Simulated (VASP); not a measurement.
Input of a VASP 6.6.1 run:

The input INCAR:

```
SYSTEM = Sn
ALGO = Normal ; EDIFF = 1E-6
ENCUT = 520 ; GGA = PE
ISIF = 2 ; ISMEAR = 0
IVDW = 12 ; LASPH = .True.
LCHARG = .False. ; LREAL = .False.
LWAVE = .False. ; NBANDS = 13
NELM = 100 ; PREC = Accurate
SIGMA = 0.15
```

Contents of KPOINTS:

```
k-points
0
Gamma
  20 20 20
  0 0 0
```

The input POSCAR:

```
Sn
1.0
   -1.8946518192      1.8946518192      1.8946518192
    1.8946518192     -1.8946518192      1.8946518192
    1.8946518192      1.8946518192     -1.8946518192
Sn
1
Direct
    0.0000000000      0.0000000000      0.0000000000
```

Potentials or basis: VASP PAW PBE potentials, release 64 (Sn_d).

The run is started by

```sh
$ cat potpaw_PBE.64/Sn_d/POTCAR > POTCAR
$ mpirun -np 1 vasp_std > vasp.out
```

(1) Predict the dispersion energy per atom.

(2) Estimate the pressure.

(3) Predict the band gap on the k mesh.

## Answers

(1) -0.384 eV.

(2) -1.6 GPa.

(3) none (metal or under the smearing width).

Caveat: pairwise dispersion overbinds metals, which lowers pressure and volume.
